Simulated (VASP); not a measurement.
Output of a VASP run:

### OUTCAR
```
 ion  position               nearest neighbor table
   1  0.000  0.000  0.000-   2 2.16   2 2.16   2 2.16   2 2.16
   2  0.750  0.750  0.750-   1 2.16   1 2.16   1 2.16   1 2.16
  LATTYP: Found a face centered cubic cell.
 ALAT       =     4.9800000000
 Subroutine PRICEL returns:
 Original cell was already a primitive cell.
 Subroutine GETGRP returns: Found 24 space group operations
The static configuration has the point symmetry T_d .
The dynamic configuration has the point symmetry T_d .
 Subroutine INISYM returns: Found 24 space group operations
 Subroutine IBZKPT returns following result:
 Found     29 irreducible k-points:

 Following reciprocal coordinates:
            Coordinates               Weight
  0.000000  0.000000  0.000000      1.000000
  0.125000  0.000000  0.000000      8.000000
  0.250000  0.000000  0.000000      8.000000
  0.375000  0.000000  0.000000      8.000000
  0.500000  0.000000  0.000000      4.000000
  0.125000  0.125000  0.000000      6.000000
  0.250000  0.125000  0.000000     24.000000
  0.375000  0.125000  0.000000     24.000000
  0.500000  0.125000  0.000000     24.000000
 -0.375000  0.125000  0.000000     24.000000
 -0.250000  0.125000  0.000000     24.000000
 -0.125000  0.125000  0.000000     12.000000
  0.250000  0.250000  0.000000      6.000000
  0.375000  0.250000  0.000000     24.000000
  0.500000  0.250000  0.000000     24.000000
 -0.375000  0.250000  0.000000     24.000000
 -0.250000  0.250000  0.000000     12.000000
  0.375000  0.375000  0.000000      6.000000
  0.500000  0.375000  0.000000     24.000000
 -0.375000  0.375000  0.000000     12.000000
  0.500000  0.500000  0.000000      3.000000
  0.375000  0.250000  0.125000     24.000000
  0.500000  0.250000  0.125000     48.000000
 -0.375000  0.250000  0.125000     24.000000
  0.500000  0.375000  0.125000     24.000000
 -0.375000  0.375000  0.125000     48.000000
 -0.250000  0.375000  0.125000     24.000000
 -0.375000  0.500000  0.125000     12.000000
 -0.250000  0.500000  0.250000      6.000000
   k-points           NKPTS =     29   k-points in BZ     NKDIM =     29   number of bands    NBANDS=     13
   number of dos      NEDOS =    301   number of ions     NIONS =      2
   total plane-waves  NPLWV =  21952
   dimension x,y,z NGX =    28 NGY =   28 NGZ =   28
   dimension x,y,z NGXF=    56 NGYF=   56 NGZF=   56
   ions per type =               1   1
   PREC   = accura    normal or accurate (medium, high low for compatibility)
   ISTART =      0    job   : 0-new  1-cont  2-samecut
   ICHARG =      2    charge: 1-file 2-atom 10-const
   ISPIN  =      1    spin polarized calculation?
   LNONCOLLINEAR =      F non collinear calculations
   LSORBIT =      F    spin-orbit coupling
   INIWAV =      1    electr: 0-lowe 1-rand  2-diag
   ENCUT  =  530.0 eV  38.95 Ry    6.24 a.u.   6.61  6.61  6.61*2*pi/ulx,y,z
   NELM   =    100;   NELMIN=  2; NELMDL= -5     # of ELM steps
   EDIFF  = 0.1E-05   stopping-criterion for ELM
   LREAL  =      F    real-space projection
   NLSPLINE    = F    spline interpolate recip. space projectors
   LMAXMIX     =    4 max onsite mixed and CHGCAR
   VOSKOWN=      0    Vosko Wilk Nusair interpolation
   EDIFFG = -.1E-01   stopping-criterion for IOM
   NSW    =     60    number of steps for IOM
   NBLOCK =      1;   KBLOCK =     60    inner block; outer block
   IBRION =      2    ionic relax: 0-MD 1-quasi-New 2-CG
   NFREE  =      1    steps in history (QN), initial steepest desc. (CG)
   ISIF   =      3    stress and relaxation
   ISYM   =      2    0-nonsym 1-usesym 2-fastsym
   TEIN   =    0.0    initial temperature
   TEBEG  =    0.0;   TEEND  =   0.0 temperature during run
   SMASS  =  -3.00    Nose mass-parameter (am)
   PSTRESS=    0.0 pullay stress
   NELECT =      18.0000    total number of electrons
   EFERMI =   0.00;   METHOD = LEGACY
   ISMEAR =     0;   SIGMA  =   0.05  broadening in eV -4-tet -1-fermi 0-gaus
   IALGO  =     38    algorithm
...
```

### OSZICAR
```
       N       E                     dE             d eps       ncg     rms          rms(c)
DAV:   1     0.131746014497E+03    0.13175E+03   -0.93227E+03   764   0.187E+03
DAV:   2    -0.974624602776E+00   -0.13272E+03   -0.12613E+03   834   0.386E+02
DAV:   3    -0.126337639797E+02   -0.11659E+02   -0.11492E+02   902   0.114E+02
DAV:   4    -0.129492242300E+02   -0.31546E+00   -0.31493E+00   857   0.201E+01
DAV:   5    -0.129605622670E+02   -0.11338E-01   -0.11338E-01   978   0.364E+00    0.101E+01
DAV:   6    -0.106956605428E+02    0.22649E+01   -0.82275E+00  1141   0.519E+01    0.561E+00
DAV:   7    -0.106769537966E+02    0.18707E-01   -0.57642E-01   767   0.960E+00    0.221E+00
DAV:   8    -0.106636184131E+02    0.13335E-01   -0.85604E-02   919   0.308E+00    0.619E-01
DAV:   9    -0.106602037555E+02    0.34147E-02   -0.84160E-03  1166   0.184E+00    0.206E-01
DAV:  10    -0.106606350880E+02   -0.43133E-03   -0.14532E-03   794   0.357E-01    0.797E-02
DAV:  11    -0.106606709098E+02   -0.35822E-04   -0.54085E-05   962   0.863E-02    0.204E-02
DAV:  12    -0.106606704703E+02    0.43953E-06   -0.26499E-05   864   0.459E-02    0.114E-02
DAV:  13    -0.106606700277E+02    0.44254E-06   -0.27440E-06   799   0.334E-02
   1 F= -.10660670E+02 E0= -.10660595E+02  d E =-.106607E+02
       N       E                     dE             d eps       ncg     rms          rms(c)
DAV:   1    -0.116249909804E+02   -0.96432E+00   -0.26718E+01   914   0.142E+02    0.670E+00
DAV:   2    -0.108187748158E+02    0.80622E+00   -0.16914E+00   899   0.317E+01    0.233E+00
DAV:   3    -0.106749442010E+02    0.14383E+00   -0.36753E-01   964   0.208E+01    0.567E-01
DAV:   4    -0.106702850908E+02    0.46591E-02   -0.44532E-02  1136   0.317E+00    0.945E-01
DAV:   5    -0.106713513984E+02   -0.10663E-02   -0.11492E-03   859   0.403E-01    0.116E+00
DAV:   6    -0.106686271585E+02    0.27242E-02   -0.37278E-03   774   0.861E-01    0.904E-02
DAV:   7    -0.106686656667E+02   -0.38508E-04   -0.26206E-04   963   0.169E-01    0.961E-02
DAV:   8    -0.106686719971E+02   -0.63304E-05   -0.28584E-05  1022   0.707E-02    0.228E-02
DAV:   9    -0.106686733952E+02   -0.13981E-05   -0.50330E-06   980   0.491E-02    0.113E-02
DAV:  10    -0.106686734833E+02   -0.88146E-07   -0.63093E-07   458   0.106E-02
   2 F= -.10668673E+02 E0= -.10668598E+02  d E =-.800346E-02
       N       E                     dE             d eps       ncg     rms          rms(c)
DAV:   1    -0.108927534615E+02   -0.22408E+00   -0.50637E+00   914   0.561E+01    0.351E+00
DAV:   2    -0.107106870936E+02    0.18207E+00   -0.38884E-01   909   0.171E+01    0.992E-01
DAV:   3    -0.106850814052E+02    0.25606E-01   -0.66696E-02   964   0.909E+00    0.442E-01
DAV:   4    -0.106841656279E+02    0.91578E-03   -0.75069E-03  1136   0.131E+00    0.487E-01
DAV:   5    -0.106839998792E+02    0.16575E-03   -0.76967E-04   919   0.305E-01    0.579E-02
DAV:   6    -0.106839932223E+02    0.66569E-05   -0.96411E-05  1009   0.315E-01    0.369E-02
DAV:   7    -0.106840028639E+02   -0.96416E-05   -0.23062E-05  1083   0.545E-02    0.123E-02
DAV:   8    -0.106840025763E+02    0.28757E-06   -0.77910E-07   497   0.108E-02
   3 F= -.10684003E+02 E0= -.10683927E+02  d E =-.233325E-01
```

### OUTCAR
```
------------------------ aborting loop because EDIFF is reached ----------------------------------------
  FORCE on cell =-STRESS in cart. coord.  units (eV):
  Direction    XX          YY          ZZ          XY          YZ          ZX
  --------------------------------------------------------------------------------------
  Total       -0.0027718     -0.0027718     -0.0027718      0.0000000      0.0000000      0.0000000
  in kB       -0.1377471     -0.1377471     -0.1377471      0.0000000      0.0000000      0.0000000
  external PRESSURE =      -0.1377471 kB  Pullay stress =       0.0000000 kB
  volume of cell :       32.24
      direct lattice vectors                 reciprocal lattice vectors
    -0.000000000  2.526129211  2.526129211    -0.197931285  0.197931285  0.197931285
     2.526129211  0.000000000  2.526129211     0.197931285 -0.197931285  0.197931285
     2.526129211  2.526129211  0.000000000     0.197931285  0.197931285 -0.197931285
 POSITION                                       TOTAL-FORCE (eV/Angst)
 -----------------------------------------------------------------------------------
      0.00000      0.00000      0.00000         0.000000      0.000000      0.000000
      3.78919      3.78919      3.78919        -0.000000     -0.000000     -0.000000
 -----------------------------------------------------------------------------------
    total drift:                                0.000000      0.000000      0.000000
  FREE ENERGIE OF THE ION-ELECTRON SYSTEM (eV)
  ---------------------------------------------------
  free  energy   TOTEN  =       -10.6840025763 eV

  energy  without entropy=      -10.6838517037  energy(sigma->0) =      -10.68392714

 reached required accuracy - stopping structural energy minimisation
```
(Selected blocks of OUTCAR.)

### POSCAR
```
InN
1
    0.0000000000     2.4900000000     2.4900000000
    2.4900000000     0.0000000000     2.4900000000
    2.4900000000     2.4900000000     0.0000000000
In N
1 1
Direct
  0.0000000000   0.0000000000   0.0000000000
  0.7500000000   0.7500000000   0.7500000000
```

### Question
Reconstruct the remaining input files.

### Answer
This is not unique; one that fits is the input of the run itself, PBE GGA, plane waves, VASP's PBE PAW potentials (set 64).

File KPOINTS:
```
Automatic mesh
0
Gamma
8 8 8
0 0 0
```

### INCAR
```
! general
SYSTEM  = InN
PREC    = Accurate
ENCUT   = 530
LREAL   = .FALSE.
LASPH   = .TRUE.

! electronic loop
EDIFF   = 1E-6
NELM    = 100
ALGO    = Normal
LMAXMIX = 4

! smearing
ISMEAR  = 0
SIGMA   = 0.05

! functional
GGA     = PE

! ions
IBRION  = 2
NSW     = 60
ISIF    = 3
EDIFFG  = -0.01

! output
LWAVE   = .FALSE.
LCHARG  = .FALSE.
```

POTCAR, in this order: In_d N (PBE.64 set). Program: vasp_std.

Energy and stress use the plane-wave basis of the starting cell.

The compound is InN in the zinc blende structure, a metastable form; wurtzite is the usual one. This run relaxes it. Symmetry was kept, so distortions that lower it aren't found.
